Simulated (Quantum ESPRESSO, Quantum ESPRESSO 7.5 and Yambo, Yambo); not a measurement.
# Quasiparticle gap of CdS (Hawleyite) in Yambo

How does a plane-wave GW calculation on CdS (Hawleyite) run from the first input to the gap?

Calculated with Quantum ESPRESSO 7.5 and Yambo 5.3.0; PBE and many-body steps on it, plane waves.

**Experimental background.**

- Gap 2.42 eV: optical gap from inflexion point of photoacoustic spectrum, as-grown film; photoacoustic spectroscopy; film (as-grown chemical bath deposited film, about 0.25 um thick, deposited at 80 C) (“Study of the band--gap shift in CdS films: Influence of thermal annealing in different atmospheres”, 1995, arxiv:cond-mat/9501125).

Most raw output is cut from this account.

## 1. Set-up

It takes space group F-43m (No. 216, cubic). Conventional cell: a = 5.833 Å, b = 5.833 Å, c = 5.833 Å, α = 90.00°, β = 90.00°, γ = 90.00°. Cd has 4 S at 2.53 Å nearest. S has 4 Cd at 2.53 Å nearest. Farther neighbours and most contacts between anions are not listed.

The cell and positions come from the Crystallography Open Database and are kept as given unless a step says otherwise.

## 2. Ground state

This step: Quantum ESPRESSO 7.5; DFT, PBE, plane waves, norm-conserving pseudopotentials.

The ground-state density comes first.

Contents of pw.in:

```
&control
  calculation = 'scf'
  prefix = 'x'
  outdir = 'o'
  pseudo_dir = 'pseudo'
/
&system
  ibrav = 0
  nat = 2
  ntyp = 2
  ecutwfc = 94.0
  nbnd = 18
  force_symmorphic = .true.
/
&electrons
  conv_thr = 1e-10
  electron_maxstep = 80
  mixing_beta = 0.5
/
ATOMIC_SPECIES
  Cd 112.41 Cd.upf
  S 32.06 S.upf
CELL_PARAMETERS angstrom
  -0.0000000000 2.9165000000 2.9165000000
  2.9165000000 -0.0000000000 2.9165000000
  2.9165000000 2.9165000000 -0.0000000000
ATOMIC_POSITIONS crystal
  Cd 0.0000000000 0.0000000000 0.0000000000
  S 0.2500000000 0.2500000000 0.2500000000
K_POINTS automatic
  6 6 6 0 0 0
```

Command:

```bash
$ OMP_NUM_THREADS=1 mpirun -n 8 pw.x -nk 8 -in pw.in > pw.out
```

The job ended after 4.3 s (8 MPI ranks of Arm Neoverse V2, shared host; peak memory 0.66 GiB).

Numbers from this step:

```
total energy               : -5072.6642 eV
gap                        : 1.145 eV
k of the valence top       : 0, 0, 0
k of the conduction bottom : 0, 0, 0
least direct gap           : 1.145 eV
```

The gap is direct, at Γ.

## 3. Bands along the symmetry lines

The cheap functional maps the bands first; the places of the edges decide which points the dearer methods must see.

Contents of pw.in:

```
&control
  calculation = 'bands'
  prefix = 'x'
  outdir = 'o'
  pseudo_dir = 'pseudo'
/
&system
  ibrav = 0
  nat = 2
  ntyp = 2
  ecutwfc = 94.0
  nbnd = 19
  force_symmorphic = .true.
/
&electrons
  conv_thr = 1e-9
  electron_maxstep = 80
  diago_full_acc = .true.
  diago_thr_init = 5e-6
/
ATOMIC_SPECIES
  Cd 112.41 Cd.upf
  S 32.06 S.upf
CELL_PARAMETERS angstrom
  -0.0000000000 2.9165000000 2.9165000000
  2.9165000000 -0.0000000000 2.9165000000
  2.9165000000 2.9165000000 -0.0000000000
ATOMIC_POSITIONS crystal
  Cd 0.0000000000 0.0000000000 0.0000000000
  S 0.2500000000 0.2500000000 0.2500000000
K_POINTS crystal
  50
  0.00000000 0.00000000 0.00000000 1
  -0.06250000 -0.06250000 0.00000000 1
  -0.12500000 -0.12500000 0.00000000 1
  -0.18750000 -0.18750000 0.00000000 1
  -0.25000000 -0.25000000 0.00000000 1
  -0.31250000 -0.31250000 0.00000000 1
  -0.37500000 -0.37500000 0.00000000 1
  -0.43750000 -0.43750000 0.00000000 1
  -0.50000000 -0.50000000 0.00000000 1
  -0.48437500 -0.48437500 0.03125000 1
  -0.46875000 -0.46875000 0.06250000 1
  -0.45312500 -0.45312500 0.09375000 1
  -0.43750000 -0.43750000 0.12500000 1
  -0.42187500 -0.42187500 0.15625000 1
  -0.40625000 -0.40625000 0.18750000 1
  -0.39062500 -0.39062500 0.21875000 1
  -0.37500000 -0.37500000 0.25000000 1
  -0.37500000 0.00000000 0.37500000 1
  -0.32812500 0.00000000 0.32812500 1
  -0.28125000 0.00000000 0.28125000 1
  -0.23437500 0.00000000 0.23437500 1
  -0.18750000 0.00000000 0.18750000 1
  -0.14062500 0.00000000 0.14062500 1
  -0.09375000 0.00000000 0.09375000 1
  -0.04687500 0.00000000 0.04687500 1
  0.00000000 0.00000000 0.00000000 1
  0.00000000 0.00000000 0.06250000 1
  0.00000000 0.00000000 0.12500000 1
  0.00000000 0.00000000 0.18750000 1
  0.00000000 0.00000000 0.25000000 1
  0.00000000 0.00000000 0.31250000 1
  0.00000000 0.00000000 0.37500000 1
  0.00000000 0.00000000 0.43750000 1
  0.00000000 0.00000000 0.50000000 1
  -0.06250000 -0.03125000 0.46875000 1
  -0.12500000 -0.06250000 0.43750000 1
  -0.18750000 -0.09375000 0.40625000 1
  -0.25000000 -0.12500000 0.37500000 1
  -0.31250000 -0.15625000 0.34375000 1
  -0.37500000 -0.18750000 0.31250000 1
  -0.43750000 -0.21875000 0.28125000 1
  -0.50000000 -0.25000000 0.25000000 1
  -0.50000000 -0.28125000 0.21875000 1
  -0.50000000 -0.31250000 0.18750000 1
  -0.50000000 -0.34375000 0.15625000 1
  -0.50000000 -0.37500000 0.12500000 1
  -0.50000000 -0.40625000 0.09375000 1
  -0.50000000 -0.43750000 0.06250000 1
  -0.50000000 -0.46875000 0.03125000 1
  -0.50000000 -0.50000000 0.00000000 1
```

Wall time 4.1 s (8 MPI ranks); peak memory 0.59 GiB.

Numbers from this step:

| Quantity | Value |
| --- | --- |
| gap | 1.145 eV |
| k of the valence top | 0, 0, 0 |
| k of the conduction bottom | 0, 0, 0 |
| least direct gap | 1.145 eV |

The gap is 1.145 eV, as in the run before at this level.

The electronic bands at the labelled points (eV, zero at the top of the highest filled band):

| point | band 10 | band 11 | band 12 | band 13 | band 14 | band 15 | band 16 | band 17 |
| --- | --- | --- | --- | --- | --- | --- | --- | --- |
| Γ | -7.24 | 0.00 | 0.00 | 0.00 | 1.14 | 6.53 | 6.53 | 6.53 |
| halfway | -7.20 | -2.31 | -1.02 | -1.02 | 3.59 | 4.82 | 8.12 | 8.12 |
| X | -6.80 | -3.95 | -1.88 | -1.88 | 3.56 | 4.35 | 9.20 | 10.77 |
| halfway | -6.74 | -3.94 | -2.15 | -1.78 | 3.85 | 4.66 | 8.94 | 10.01 |
| U | -6.67 | -3.93 | -2.53 | -1.52 | 4.24 | 5.45 | 8.48 | 9.01 |
| jump to K | -6.67 | -3.93 | -2.53 | -1.52 | 4.24 | 5.45 | 8.48 | 9.01 |
| halfway | -7.19 | -2.75 | -1.36 | -0.42 | 3.61 | 6.10 | 6.75 | 7.27 |
| Γ | -7.24 | 0.00 | 0.00 | 0.00 | 1.14 | 6.53 | 6.53 | 6.53 |
| halfway | -7.24 | -2.49 | -0.40 | -0.40 | 2.78 | 6.28 | 7.03 | 7.03 |
| L | -6.86 | -4.39 | -0.75 | -0.75 | 3.01 | 7.00 | 7.00 | 7.46 |
| halfway | -6.75 | -4.11 | -1.93 | -1.22 | 4.38 | 5.81 | 7.21 | 8.35 |
| W | -6.61 | -3.89 | -2.26 | -2.18 | 5.42 | 5.43 | 7.23 | 8.04 |
| halfway | -6.70 | -3.92 | -2.08 | -2.03 | 4.26 | 4.83 | 8.67 | 8.94 |
| X | -6.80 | -3.95 | -1.88 | -1.88 | 3.56 | 4.35 | 9.20 | 10.77 |

## 4. Empty states on the mesh, 4×4×4 mesh, 598 bands

The sums over transitions need many empty states on a uniform mesh; this step solves for them.

Contents of pw.in:

```
&control
  calculation = 'nscf'
  prefix = 'x'
  outdir = 'o'
  pseudo_dir = 'pseudo'
/
&system
  ibrav = 0
  nat = 2
  ntyp = 2
  ecutwfc = 94.0
  nbnd = 598
  force_symmorphic = .true.
/
&electrons
  conv_thr = 1e-9
  electron_maxstep = 80
  diago_full_acc = .true.
  diago_thr_init = 5e-6
/
ATOMIC_SPECIES
  Cd 112.41 Cd.upf
  S 32.06 S.upf
CELL_PARAMETERS angstrom
  -0.0000000000 2.9165000000 2.9165000000
  2.9165000000 -0.0000000000 2.9165000000
  2.9165000000 2.9165000000 -0.0000000000
ATOMIC_POSITIONS crystal
  Cd 0.0000000000 0.0000000000 0.0000000000
  S 0.2500000000 0.2500000000 0.2500000000
K_POINTS automatic
  4 4 4 0 0 0
```

Command:

```bash
$ OMP_NUM_THREADS=1 mpirun -n 8 pw.x -nk 4 -in pw.in > pw.out
```

Elapsed: 81 s, on 8 MPI ranks; peak memory 1.9 GiB.

Numbers from this step:

- gap: 1.145 eV
- k of the valence top: 0, 0, 0
- k of the conduction bottom: 0, 0, 0
- least direct gap: 1.145 eV
- k points computed: 8
- lowest point of the top converged band, above the valence top: 288.4230 eV

On this mesh the gap is 1.145 eV.

## 5. Conversion and set-up

This step: Yambo 5.3.0; conversion and set-up on PBE, plane waves, norm-conserving pseudopotentials.

The states are converted to the many-body program's format and the q mesh is built.

Command:

```bash
$ (cd o/x.save; p2y > p2y.log; mv SAVE ../..); yambo > setup.log
```

The job ended after 2.5 s (1 MPI rank; peak memory 0.25 GiB).

## 6. Screening and self-energy, 4×4×4 mesh, 598 bands, screening to 353.7 eV

G0W0 replaces the xc potential by the self-energy, built once from these orbitals. Only a window of levels is corrected, while the sums run over the empty bands that the input names.

This step: G0W0 on PBE, plane waves, norm-conserving pseudopotentials.

Contents of gw3.in:

```
HF_and_locXC
gw0
dyson
ppa
em1d
rim_cut
RandQpts= 1000000
RandGvec= 1 RL
EXXRLvcs= 94 Ry
VXCRLvcs= 376 Ry
Chimod= "HARTREE"
% BndsRnXp
 1 | 598 |
%
NGsBlkXp= 26 Ry
% LongDrXp
 1 | 1 | 1 |
%
% GbndRnge
 1 | 598 |
%
DysSolver= "n"
ExtendOut
PPAPntXp= 27.21138 eV
% QPkrange
 1 | 1 | 12 | 15 |
%
```

Command:

```bash
$ OMP_NUM_THREADS=1 mpirun -n 8 yambo -F gw3.in -J gw3 -C gw3 > gw3.log
```

Wall time 19 min (8 MPI ranks); peak memory 7 GiB; 2.6 h of CPU time.

Numbers from this step:

```
G0W0 gap on the points computed              : 2.244 eV
starting gap on the mesh                     : 1.145 eV
k of the valence top                         : 0, 0, 0
k of the conduction bottom                   : 0, 0, 0
least direct G0W0 gap on the computed points : 2.244 eV
Z at the valence top                         : 0.7848
Z at the conduction bottom                   : 0.8148
```

The gap on the mesh goes from 1.14 eV to 2.24 eV, a correction of +1.10 eV.

Limits: finite bands, cutoff and mesh; no spin-orbit coupling; coarse k mesh. v1 is the top filled band, c1 the lowest empty one. Levels before and after the correction, in eV, zero at the valence-band top of each column:

|  | conduction bottom | valence top |
| --- | --- | --- |
| Kohn-Sham | 1.14 | 0.00 |
| G0W0 | 2.24 | 0.00 |

|  | level | energy (eV) |
| --- | --- | --- |
| Kohn-Sham | Γ v2-v1 | 0.000 |
| Kohn-Sham | Γ c1 | 1.145 |
| Kohn-Sham | Γ c2 | 6.531 |
| G0W0 | Γ v2-v1 | 0.000 |
| G0W0 | Γ c1 | 2.244 |
| G0W0 | Γ c2 | 7.898 |

## 7. Where the time went

Times are wall times on the hardware named with each run, good to a factor of about two.

| step | time | share | memory (GiB) |
| --- | --- | --- | --- |
| ground state | 4.3 s | 0 % | 0.66 |
| bands along the symmetry lines | 4.1 s | 0 % | 0.59 |
| empty states on the mesh | 81 s | 7 % | 1.9 |
| conversion and set-up | 2.5 s | 0 % | 0.25 |
| screening and self-energy | 19 min | 93 % | 7.0 |

## 8. Outcome

```
PBE gap              : 1.14 eV, direct
G0W0 gap on the mesh : 2.24 eV
GW settings          : 4×4×4 mesh, 598 bands, screening to 353.7 eV, Godby-Needs plasmon pole
known limits         : not at the basis limit; no spin-orbit coupling; coarse k mesh
```

G0W0 moves the gap on the mesh from 1.14 eV to 2.24 eV (+1.10 eV), with Z of 0.78 and 0.81 at the edges. Only 1 of the mesh's irreducible points was corrected, so a valley elsewhere could overtake. The dearest step here is «screening and self-energy». Against experiment, by G0W0@PBE: the gap of 2.24 eV lies −0.18 eV from the measured 2.42 eV (optical, 1995). An exciton line or allowed optical edge lies below the quasiparticle gap by the binding energy; a forbidden edge can push the onset above it. The calculation has static nuclei and no excitons; a measured gap holds zero-point and thermal motion, which mostly lowers it. Bands and cutoff are finite, so the gap is not at the basis limit. The miss can reach some tenths of an eV and take either sign; the mesh is an error of its own. In the G0W0 run levels were corrected at 1 k point alone, so a gap called «on the mesh» is the least over those, and an edge elsewhere would be missed. The 4×4×4 mesh is coarse for this cell, which bears on the long-range parts of exchange and screening. The many-body steps are scalar-relativistic: spin-orbit coupling is not in them.

[Paths, hosts, dates, memory and timing lines, banners, echoed tables and standing remarks are left out of the program output.]

[Logs are printed without paths, hosts, clocks, repeated set-up lines and the standing remarks that a program may print on its own settings, such as how far it seeks lower states.]

[Runs of the session that timed out or met a known fault of the program may be left out.]

[Hosts, paths, dates, database ids (printed as entryN), source tags and the programs' standing remarks are cut or masked in the printed files.]
